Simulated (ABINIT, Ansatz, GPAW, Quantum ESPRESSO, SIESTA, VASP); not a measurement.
Al: programs and potentials compared

```
Al
1.0
     0.00000    2.02481    2.02481
     2.02481    0.00000    2.02481
     2.02481    2.02481    0.00000
Al
1
Cartesian
  0.0000 0.0000 0.0000
```

Alike in all runs: task single point; functional PBEsol; k mesh 11 × 11 × 11; occupations fermi-dirac, width 0.05 eV; no spin polarisation; no spin-orbit coupling. Pressure is positive in compression and, in plane waves, holds the error of the finite cutoff, which Ansatz's Pulay term estimates and takes out.

```json
{"program and potentials": "Ansatz, Ansatz PAW", "plane-wave cutoff (eV)": "420", "notes": "potentials made for PBE, which Ansatz adapts in part; Pulay term of +0.06 GPa included", "pressure (GPa)": "-1.93"}
{"program and potentials": "GPAW, PAW data sets generated for this functional", "plane-wave cutoff (eV)": "600", "notes": "-", "pressure (GPa)": "-1.78"}
{"program and potentials": "ABINIT, PseudoDojo NC SR PBEsol v0.4.1 standard", "plane-wave cutoff (eV)": "544", "notes": "-", "pressure (GPa)": "-2.06"}
{"program and potentials": "VASP, PBE PAW files Al, 520 eV", "plane-wave cutoff (eV)": "520", "notes": "potentials made for PBE", "pressure (GPa)": "-1.87"}
{"program and potentials": "Ansatz, all-electron LAPW, scalar-relativistic", "plane-wave cutoff (eV)": "-", "notes": "-", "pressure (GPa)": "-1.92"}
{"program and potentials": "Quantum ESPRESSO, GBRV 1.5 PBEsol", "plane-wave cutoff (eV)": "612", "notes": "-", "pressure (GPa)": "-2.00"}
{"program and potentials": "SIESTA, files PseudoDojo sr-pbesol-0.4.1-standard, DZP (energy shift 0.003 Ry)", "plane-wave cutoff (eV)": "-", "notes": "atomic basis", "pressure (GPa)": "-1.91"}
```

The pressure spans -2.06 (ABINIT, PseudoDojo NC SR PBEsol v0.4.1 standard) to -1.78 GPa (GPAW, PAW data sets generated for this functional), with all-electron results at -1.92. Rows in atomic bases carry the error of their basis and grid, which can be large.

The functional is the same throughout but for its coding, so the spread measures potentials, basis and numerics; runs on potential files found faulty are left out.
